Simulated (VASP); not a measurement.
GeSe, 8 atoms in the cell. Symmetry: Pnma, No. 62, orthorhombic system. The conventional cell has a = 10.790 Å, b = 3.820 Å, c = 4.380 Å, α = 90.00°, β = 90.00°, γ = 90.00°. Ge (site symmetry m) has 3 Se at 2.54 to 2.58 Å as nearest neighbours. Se (site symmetry m) has 3 Ge at 2.54 to 2.58 Å as nearest neighbours. 

| Property | Result |
| --- | --- |
| Program | VASP 6.6.1 |
| Task | relaxation of cell and atoms |
| Functional | PBE |
| Dispersion | D3(BJ) |
| Potentials or basis | VASP PAW PBE potentials, release 64 (Ge_d, Se) |
| Cutoff | 600 eV |
| k mesh | 4 × 8 × 6 |
| Occupations | gaussian, width 0.03 eV |
| Spin | no spin polarisation |
| Further INCAR settings | ALGO = Normal; EDIFF = 1e-06; IBRION = 2; EDIFFG = -0.01; NSW = 90; ISIF = 3 |

Potentials or basis: VASP PAW PBE potentials, release 64 (Ge_d, Se).

Launch:

```sh
$ cat potpaw_PBE.64/Ge_d/POTCAR potpaw_PBE.64/Se/POTCAR > POTCAR
$ mpirun -np 8 vasp_std > vasp.out
```

Hardware: 8 MPI ranks on Intel(R) Xeon(R) Platinum 8375C CPU @ 2.90GHz (Ice Lake), on a shared host.

Question: Estimate the wall time of this run.

Answer: Run time: 36 min on 8 MPI ranks on Intel(R) Xeon(R) Platinum 8375C CPU @ 2.90GHz (Ice Lake) (shared host), peak memory 0.71 GiB a rank. Counts: scf iterations 150, k points 60, ion steps 25.
